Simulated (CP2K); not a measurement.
CoO:

```
CELL_PARAMETERS angstrom
3.01440 0.00000 0.00000
1.50720 2.61054 0.00000
1.50720 0.87018 2.46124
ATOMIC_POSITIONS crystal
Co 0.00000 0.00000 0.00000
O 0.50000 0.50000 0.50000
```

Program: CP2K 2026.2. Alike in all runs: task atomic charges; potentials or basis POTENTIAL_UZH Co GTH-PBE-q17, O GTH-PBE-q6; TZVP-MOLOPT-PBE-GTH basis; spin collinear, ferromagnetic start; cell as given; k mesh 11 × 11 × 11; smearing fermi-dirac 0.05 eV.

Question: Order these runs on this cell by their pressure, lowest first.
A. level PBEsol
B. level rev-vdW-DF2; cutoff of the non-local correlation (Ry) 300
C. level LDA
D. level PBE

Answer: C (-15.9 GPa), A (-9.1 GPa), B (-4.3 GPa), D (-0.3 GPa).

Caveats: the basis of atomic orbitals isn't converged, which shifts pressures, moduli and gaps; the total moment is fixed, so each spin has its own Fermi level; a cell with one magnetic atom can't hold antiferromagnetic order, which such compounds often take; the potentials were made for another functional, which shifts forces and pressure (some runs).
